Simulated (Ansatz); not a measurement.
Pt (P6_3/mmc), axial (c/a) deformation path

The calculation used DFT PBEsol, scalar-relativistic, plane waves, PAW in Ansatz 0.2.0. Settings: plane waves to 420 eV, k-mesh 30×30×14 (Γ-centred), Gaussian smearing 0.15 eV. Spin–orbit coupling is left out, which can shift energies with elements as heavy as these. No spin polarisation. Energies are free energies at this smearing, counted from the undisturbed cell; pressure is positive in compression.

Reference structure (relaxed at this level; with this scan's settings it stands at 0.1 GPa; this form isn't the usual structure):

```xyz
2
Lattice="2.7252 0.0000 0.0000 -1.3626 2.3601 0.0000 0.0000 0.0000 4.7068" Properties=species:S:1:pos:R:3 pbc="T T T"
Pt    1.3626    0.7867    3.5301
Pt    0.0000    1.5734    1.1767
```

At fixed volume and fractional coordinates, lengths along (0.000, 0.000, 1.000) are scaled against those across it; ρ is that ratio over its starting value. The cell is metallic on the mesh throughout.

ρ, ΔE (meV/atom) and a bar:
```
    0.800      149.6 #######
    0.850       94.8 ####
    0.920       33.9 ##
    0.960        8.5
    1.000        0.0
    1.050       21.5 #
    1.100       79.8 ####
    1.200      297.7 ##############
    1.300      639.4 ##############################
```

Cost: 9 runs of about 5.6 core-minutes in all, on Arm Neoverse N1 (shared hosts).